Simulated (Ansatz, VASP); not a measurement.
**One calculation of HfN, two programs**

```
Hf N
1.0
     0.00000    2.45482    2.45482
     2.45482    0.00000    2.45482
     2.45482    2.45482    0.00000
Hf N
1 1
Direct
  0.00000 0.00000 0.00000
  0.75000 0.75000 0.75000
```

The cell comes from a database or a generator and needn't be the stable form of this composition.

Alike in both runs: task single point; functional PBEsol; k mesh 8 × 8 × 8; occupations methfessel-paxton of order 1, width 0.15 eV; no spin polarisation.

```csv
,VASP,Ansatz
version,VASP 6.6.1,Ansatz 0.2.0
potentials or method,"VASP PAW PBE potentials, release 64 (Hf_pv, N)","plane waves, PAW"
plane-wave cutoff (eV),520,490
valence electrons in the cell,15,31
```

```tsv
	VASP	Ansatz	Ansatz less VASP
pressure (GPa)	-6.1	-5.3	+0.87
```

With one functional, cell and mesh, what is left measures potentials, basis and numerics. The two sets of potentials don't hold the same shells in valence.

Caveats: the PAW data sets were made with another functional, which shifts forces and pressure a little (VASP). Spin-orbit coupling is left out, which matters for the levels of Hf.
